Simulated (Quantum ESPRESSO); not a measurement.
# FeO (I4/mmm) in Quantum ESPRESSO: equation of state, part 2 of 2

Quantum ESPRESSO 7.5.

### 6 Single point, PBEsol, collinear spin, ferromagnetic start, 10.91 Å³/atom

File pw.in:

```
&CONTROL
  calculation = 'scf'
  prefix = 'pwscf'
  outdir = './tmp'
  pseudo_dir = './pseudo'
  tprnfor = .true.
  tstress = .true.
  disk_io = 'nowf'
/
&SYSTEM
  ibrav = 0
  nat = 2
  ntyp = 2
  ecutwfc = 56
  ecutrho = 448
  nbnd = 21
  occupations = 'smearing'
  smearing = 'fd'
  degauss = 0.00367493
  nspin = 2
  starting_magnetization(1) = 0.1875
  starting_magnetization(2) = 0
/
&ELECTRONS
  conv_thr = 4d-10
  electron_maxstep = 120
  mixing_beta = 0.3
/
ATOMIC_SPECIES
Fe    55.8450 fe_pbesol_v1.5.uspp.F.UPF
O     15.9990 o_pbesol_v1.2.uspp.F.UPF
CELL_PARAMETERS angstrom
  -1.6127136786    1.6127136786    2.0971899518
   1.6127136786   -1.6127136786    2.0971899518
   1.6127136786    1.6127136786   -2.0971899518
ATOMIC_POSITIONS crystal
Fe     0.0000000000    0.0000000000    0.0000000000
O      0.5000000000    0.5000000000    0.0000000000
K_POINTS automatic
12 12 12 0 0 0
```

Potentials or basis: GBRV 1.5 PBEsol.

Started as:

```bash
OMP_NUM_THREADS=1 mpirun -n 2 pw.x -nk 2 -in pw.in > pw.out
```

pw.out:

```text
This program is part of the open-source Quantum ESPRESSO suite
     for quantum simulation of materials; please cite
         "P. Giannozzi et al., J. Phys.:Condens. Matter 21 395502 (2009);
         "P. Giannozzi et al., J. Phys.:Condens. Matter 29 465901 (2017);
         "P. Giannozzi et al., J. Chem. Phys. 152 154105 (2020);
     in publications or presentations arising from this work. More details at

     Message from routine setup:
     using ibrav=0 with symmetry is DISCOURAGED, use correct ibrav instead

     K-points division:     npool     =       2
     Subspace diagonalization in iterative solution of the eigenvalue problem:
     a serial algorithm will be used

     G-vector sticks info
     --------------------
     sticks:   dense  smooth     PW     G-vecs:    dense   smooth      PW
     Sum        1211     603    231                23539     8343    1915

     Using Slab Decomposition

     bravais-lattice index     =            0
     lattice parameter (alat)  =       5.8551  a.u.
     unit-cell volume          =     147.2343 (a.u.)^3
     number of atoms/cell      =            2
     number of atomic types    =            2
     number of electrons       =        22.00
     number of Kohn-Sham states=           21
     kinetic-energy cutoff     =      56.0000  Ry
     charge density cutoff     =     448.0000  Ry
     scf convergence threshold =      4.0E-10
     mixing beta               =       0.3000
     number of iterations used =            8  plain     mixing
     Exchange-correlation= SLA  PW   PSX  PSC
                           (   1   4  10   8   0   0   0)

     celldm(1)=   5.855071  celldm(2)=   0.000000  celldm(3)=   0.000000
     celldm(4)=   0.000000  celldm(5)=   0.000000  celldm(6)=   0.000000

     crystal axes: (cart. coord. in units of alat)
               a(1) = (  -0.520504   0.520504   0.676869 )
               a(2) = (   0.520504  -0.520504   0.676869 )
               a(3) = (   0.520504   0.520504  -0.676869 )

     reciprocal axes: (cart. coord. in units 2 pi/alat)
               b(1) = (  0.000000  0.960608  0.738696 )
               b(2) = (  0.960608  0.000000  0.738696 )
               b(3) = (  0.960608  0.960608  0.000000 )

     PseudoPot. # 1 for Fe read from file:
     fe_pbesol_v1.5.uspp.F.UPF
     Pseudo is Ultrasoft + core correction, Zval = 16.0
     Generated by new atomic code, or converted to UPF format
     Using radial grid of  861 points,  6 beta functions with:
                l(1) =   0
                l(2) =   0
                l(3) =   1
                l(4) =   1
                l(5) =   2
                l(6) =   2
     Q(r) pseudized with  8 coefficients,  rinner =    1.000   1.000   1.000
                                                       1.000   1.000

     PseudoPot. # 2 for O  read from file:
     o_pbesol_v1.2.uspp.F.UPF
     Pseudo is Ultrasoft + core correction, Zval =  6.0
     Generated by new atomic code, or converted to UPF format
     Using radial grid of  737 points,  5 beta functions with:
                l(1) =   0
                l(2) =   0
                l(3) =   1
                l(4) =   1
                l(5) =   2
     Q(r) pseudized with  8 coefficients,  rinner =    0.900   0.900   0.900
                                                       0.900   0.900

     atomic species   valence    mass     pseudopotential
     Fe               16.00    55.84500     Fe( 1.00)
     O                 6.00    15.99900     O ( 1.00)

     Starting magnetic structure
     atomic species   magnetization
     Fe              0.188
     O               0.000

     16 Sym. Ops., with inversion, found

   Cartesian axes

     site n.     atom                  positions (alat units)
         1        Fe     tau(   1) = (   0.0000000   0.0000000   0.0000000  )
         2        O      tau(   2) = (   0.0000000   0.0000000   0.6768688  )

     number of k points=   163  Fermi-Dirac smearing, width (Ry)=  0.0037

     Number of k-points >= 100: set verbosity='high' to print them.

     Dense  grid:    23539 G-vectors     FFT dimensions: (  40,  40,  40)

     Smooth grid:     8343 G-vectors     FFT dimensions: (  27,  27,  27)

     Check: negative core charge=   -0.000028
     Generating pointlists ...
     new r_m :   0.2792 (alat units)  1.6348 (a.u.) for type    1
     new r_m :   0.2792 (alat units)  1.6348 (a.u.) for type    2

     Initial potential from superposition of free atoms

     starting charge      21.0000, renormalised to      22.0000
     Starting wfcs are   17 randomized atomic wfcs +    4 random wfcs

     Self-consistent Calculation

     iteration #  1     ecut=    56.00 Ry     beta= 0.30
     Davidson diagonalization with overlap
     ethr =  1.00E-02,  avg # of iterations =  5.3

     total energy              =    -282.19944111 Ry
     estimated scf accuracy    <       0.72971779 Ry

     total magnetization       =     3.94 Bohr mag/cell
     absolute magnetization    =     3.94 Bohr mag/cell

     iteration #  2     ecut=    56.00 Ry     beta= 0.30
     Davidson diagonalization with overlap
     ethr =  3.32E-03,  avg # of iterations =  1.9

     total energy              =    -282.33975241 Ry
     estimated scf accuracy    <       0.22727826 Ry

     total magnetization       =     3.47 Bohr mag/cell
     absolute magnetization    =     3.47 Bohr mag/cell

     iteration #  3     ecut=    56.00 Ry     beta= 0.30
     Davidson diagonalization with overlap
     ethr =  1.03E-03,  avg # of iterations =  1.1

     total energy              =    -282.38744641 Ry
     estimated scf accuracy    <       0.03343369 Ry

     total magnetization       =     3.99 Bohr mag/cell
     absolute magnetization    =     3.99 Bohr mag/cell

     iteration #  4     ecut=    56.00 Ry     beta= 0.30
     Davidson diagonalization with overlap
     ethr =  1.52E-04,  avg # of iterations =  1.6

     total energy              =    -282.39441692 Ry
     estimated scf accuracy    <       0.01323391 Ry

     total magnetization       =     3.99 Bohr mag/cell
     absolute magnetization    =     3.99 Bohr mag/cell

     iteration #  5     ecut=    56.00 Ry     beta= 0.30
     Davidson diagonalization with overlap
     ethr =  6.02E-05,  avg # of iterations =  1.7

     total energy              =    -282.39565926 Ry
     estimated scf accuracy    <       0.00144675 Ry

     total magnetization       =     4.00 Bohr mag/cell
     absolute magnetization    =     4.01 Bohr mag/cell

     iteration #  6     ecut=    56.00 Ry     beta= 0.30
     Davidson diagonalization with overlap
     ethr =  6.58E-06,  avg # of iterations =  2.9

     total energy              =    -282.39597136 Ry
     estimated scf accuracy    <       0.00009450 Ry

     total magnetization       =     4.01 Bohr mag/cell
     absolute magnetization    =     4.02 Bohr mag/cell

     iteration #  7     ecut=    56.00 Ry     beta= 0.30
     Davidson diagonalization with overlap
     ethr =  4.30E-07,  avg # of iterations =  1.9

     total energy              =    -282.39599428 Ry
     estimated scf accuracy    <       0.00001003 Ry

     total magnetization       =     4.00 Bohr mag/cell
     absolute magnetization    =     4.02 Bohr mag/cell

     iteration #  8     ecut=    56.00 Ry     beta= 0.30
     Davidson diagonalization with overlap
     ethr =  4.56E-08,  avg # of iterations =  1.6

     total energy              =    -282.39599855 Ry
     estimated scf accuracy    <       0.00000123 Ry

     total magnetization       =     4.00 Bohr mag/cell
     absolute magnetization    =     4.02 Bohr mag/cell

     iteration #  9     ecut=    56.00 Ry     beta= 0.30
     Davidson diagonalization with overlap
     ethr =  5.58E-09,  avg # of iterations =  2.0

     total energy              =    -282.39599937 Ry
     estimated scf accuracy    <       0.00000076 Ry

     total magnetization       =     4.00 Bohr mag/cell
     absolute magnetization    =     4.02 Bohr mag/cell

     iteration # 10     ecut=    56.00 Ry     beta= 0.30
     Davidson diagonalization with overlap
     ethr =  3.47E-09,  avg # of iterations =  1.1

     total energy              =    -282.39599951 Ry
     estimated scf accuracy    <       0.00000014 Ry

     total magnetization       =     4.00 Bohr mag/cell
     absolute magnetization    =     4.02 Bohr mag/cell

     iteration # 11     ecut=    56.00 Ry     beta= 0.30
     Davidson diagonalization with overlap
     ethr =  6.55E-10,  avg # of iterations =  1.4

     total energy              =    -282.39599956 Ry
     estimated scf accuracy    <          4.7E-09 Ry

     total magnetization       =     4.00 Bohr mag/cell
     absolute magnetization    =     4.02 Bohr mag/cell

     iteration # 12     ecut=    56.00 Ry     beta= 0.30
     Davidson diagonalization with overlap
     ethr =  2.15E-11,  avg # of iterations =  2.0

     Magnetic moment per site  (integrated on atomic sphere of radius R)
     atom   1 (R=0.279)  charge= 13.3836  magn=  3.4182
     atom   2 (R=0.279)  charge=  5.6244  magn=  0.3081

     End of self-consistent calculation

     Number of k-points >= 100: set verbosity='high' to print the bands.

     the Fermi energy is    12.8153 ev

!    total energy              =    -282.39599959 Ry
     estimated scf accuracy    <          2.9E-10 Ry
     smearing contrib. (-TS)   =      -0.00098171 Ry
     internal energy E=F+TS    =    -282.39501787 Ry

     The total energy is F=E-TS. E is the sum of the following terms:
     one-electron contribution =    -145.58523489 Ry
     hartree contribution      =      83.67007665 Ry
     xc contribution           =     -36.11295576 Ry
     ewald contribution        =    -184.36690387 Ry

     total magnetization       =     4.00 Bohr mag/cell
     absolute magnetization    =     4.02 Bohr mag/cell

     convergence has been achieved in  12 iterations

     Forces acting on atoms (cartesian axes, Ry/au):

     atom    1 type  1   force =     0.00000000    0.00000000   -0.00000000
     atom    2 type  2   force =     0.00000000    0.00000000    0.00000000

     Total force =     0.000000     Total SCF correction =     0.000000

     Computing stress (Cartesian axis) and pressure

          total   stress  (Ry/bohr**3)                   (kbar)     P=     -184.42
  -0.00129847   0.00000000   0.00000000         -191.01        0.00        0.00
   0.00000000  -0.00129847   0.00000000            0.00     -191.01        0.00
  -0.00000000   0.00000000  -0.00116409           -0.00        0.00     -171.24

=------------------------------------------------------------------------------=
   JOB DONE.
=------------------------------------------------------------------------------=
```

Run time: 58 s. Hardware: 2 MPI ranks of Arm Neoverse V2, shared host; peak memory 0.3 GiB.

Results:

- Free energy: -3842.1933 eV
- Pressure: -18.4 GPa
- Band gap on the k mesh: none (metal or under the smearing width)
- Net moment: 4.00 μB per cell
- Absolute moment: 4.02 μB per cell
- Site moments: Fe +3.42; O +0.31 μB
- Valence electrons inside the program's atomic spheres: Fe 13.38; O 5.62

Caveat: a cell with one magnetic atom can't hold antiferromagnetic order, which such compounds often take; semilocal functionals often make such compounds metallic where correlation or magnetic order opens a gap, which also shifts bond lengths.

### 7 Single point, PBEsol, collinear spin, ferromagnetic start, 11.12 Å³/atom

pw.in: that of step 6 with these lines changed.

```diff
@@ -32,5 +32,5 @@
 CELL_PARAMETERS angstrom
-  -1.6127136786    1.6127136786    2.0971899518
-   1.6127136786   -1.6127136786    2.0971899518
-   1.6127136786    1.6127136786   -2.0971899518
+  -1.6231861388    1.6231861388    2.1108084499
+   1.6231861388   -1.6231861388    2.1108084499
+   1.6231861388    1.6231861388   -2.1108084499
 ATOMIC_POSITIONS crystal
```

Started as:

```bash
OMP_NUM_THREADS=1 mpirun -n 2 pw.x -nk 2 -in pw.in > pw.out
```

Wall time 66 s (2 MPI ranks of Arm Neoverse V2, shared host); peak memory 0.3 GiB.

It converged, with:

* Free energy: -3842.1415 eV
* Pressure: -20.5 GPa
* Band gap on the k mesh: none (metal or under the smearing width)
* Net moment: 4.01 μB per cell
* Absolute moment: 4.02 μB per cell
* Site moments: Fe +3.43; O +0.31 μB
* Valence electrons inside the program's atomic spheres: Fe 13.40; O 5.64

Caveat: a cell with one magnetic atom can't hold antiferromagnetic order, which such compounds often take; semilocal functionals often make such compounds metallic where correlation or magnetic order opens a gap, which also shifts bond lengths.

### 8 Single point, PBEsol, collinear spin, ferromagnetic start, 11.34 Å³/atom

pw.in: that of step 7 with these lines changed.

```diff
@@ -32,5 +32,5 @@
 CELL_PARAMETERS angstrom
-  -1.6231861388    1.6231861388    2.1108084499
-   1.6231861388   -1.6231861388    2.1108084499
-   1.6231861388    1.6231861388   -2.1108084499
+  -1.6335251827    1.6335251827    2.1242534522
+   1.6335251827   -1.6335251827    2.1242534522
+   1.6335251827    1.6335251827   -2.1242534522
 ATOMIC_POSITIONS crystal
```

Started as:

```bash
OMP_NUM_THREADS=1 mpirun -n 2 pw.x -nk 2 -in pw.in > pw.out
```

It took 67 s on 2 MPI ranks of Arm Neoverse V2, shared host; peak memory 0.3 GiB.

It converged, with:

- Free energy: -3842.0845 eV
- Pressure: -22.4 GPa
- Band gap on the k mesh: none (metal or under the smearing width)
- Net moment: 4.01 μB per cell
- Absolute moment: 4.03 μB per cell
- Site moments: Fe +3.44; O +0.30 μB
- Valence electrons inside the program's atomic spheres: Fe 13.43; O 5.66

Caveat: a cell with one magnetic atom can't hold antiferromagnetic order, which such compounds often take; semilocal functionals often make such compounds metallic where correlation or magnetic order opens a gap, which also shifts bond lengths.

### 9 Equation of state, PBEsol, collinear spin, ferromagnetic start

Potentials or basis: GBRV 1.5 PBEsol.

No new run: the results of the series are fitted here.

Results:

* Equilibrium volume: 9.71 Å³/atom (rough: see the caveat)
* Bulk modulus at fixed shape and positions: 210 GPa (rough)

Energy against volume, from the lowest point:
| volume (Å³/atom) | energy (meV/atom) |
| --- | --- |
| 10.053 | 0.00 |
| 10.267 | 11.28 |
| 10.481 | 26.96 |
| 10.695 | 46.52 |
| 10.909 | 69.46 |
| 11.123 | 95.37 |
| 11.337 | 123.87 |

Caveat: the minimum lies outside the volumes run; the cell was scaled at fixed shape and fractional positions, which overstates the stiffness of a crystal with free parameters, most of all of layers and chains.
